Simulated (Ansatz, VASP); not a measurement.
**Two plane-wave programs on TePt**

```
CELL_PARAMETERS angstrom
4.11100 0.00000 0.00000
-2.05550 3.56023 0.00000
0.00000 0.00000 5.44600
ATOMIC_POSITIONS crystal
Te 0.33333 0.66667 0.25000
Te 0.66667 0.33333 0.75000
Pt 0.00000 0.00000 0.00000
Pt 0.00000 0.00000 0.50000
```

Alike in both runs: task single point; functional r2SCAN; k mesh 5 × 5 × 4; occupations gaussian, width 0.05 eV; collinear spin; Hubbard terms Pt d U = 2.0 eV.

|  | VASP | Ansatz |
| --- | --- | --- |
| version | VASP 6.6.1 | Ansatz 0.2.0 |
| potentials or method | VASP PAW PBE potentials, release 64 (Te, Pt) | scalar-relativistic, plane waves, PAW |
| plane-wave cutoff (eV) | 520 | 500 |
| valence electrons in the cell | 32 | 68 |

Ansatz gave:

```
gap on the k mesh at the Fermi level (eV)       : none
pressure (GPa)                                  : 14.7
largest component of the traceless stress (GPa) : 1.75
net moment per atom (μB)                        : 0.00
```

Task: Estimate VASP's values.

Result: gap on the k mesh at the Fermi level (eV): none; pressure (GPa): 12.5; largest component of the traceless stress (GPa): 1.55; net moment per atom (μB): 0.00.

The programs project onto different local orbitals, so the same U acts differently. A gap of «none» marks a metal or a gap that the smearing closes. The two sets of potentials don't hold the same shells in valence. Ansatz warned: «filled_band_counts_differ_across_k_points».

Caveats: the PAW data sets were made with another functional, which shifts forces and pressure a little (VASP); the U is typed as a test and isn't derived for this compound. The state reached can hang on the start; a lower one may exist. The runs have no spin-orbit coupling, so splittings on Pt, Te are missing.
